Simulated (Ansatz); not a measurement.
`CC[SiH](F)F` + `C=CC[O][AlH2]` → `F[SiH](F)C[O][AlH2]` + `C=CCC`  (formal exchange of groups at the Si–C bond)

Computed with Ansatz on PBE0-D4/def2-TZVP structures; ΔE is electronic, products minus reactants. CBS: MP2 limit from def2 TZ/QZ plus the TZ coupled-cluster correction, frozen cores. One conformer a species, not always the lowest.

```
              species  MP2/CBS(def2) energy (Eh)
        `CC[SiH](F)F`                 -568.46567
      `C=CC[O][AlH2]`                 -435.48196
`F[SiH](F)C[O][AlH2]`                 -847.00643
              `C=CCC`                 -156.93264
```

Problem. Work out ΔE.

Solution. ΔE = (-847.00643) + (-156.93264) − (-568.46567) − (-435.48196) = 0.00856 Eh = +22.5 kJ/mol. CCSD(T)/CBS gives +22.1 kJ/mol.

Largest T1 diagnostic among the species: 0.013.
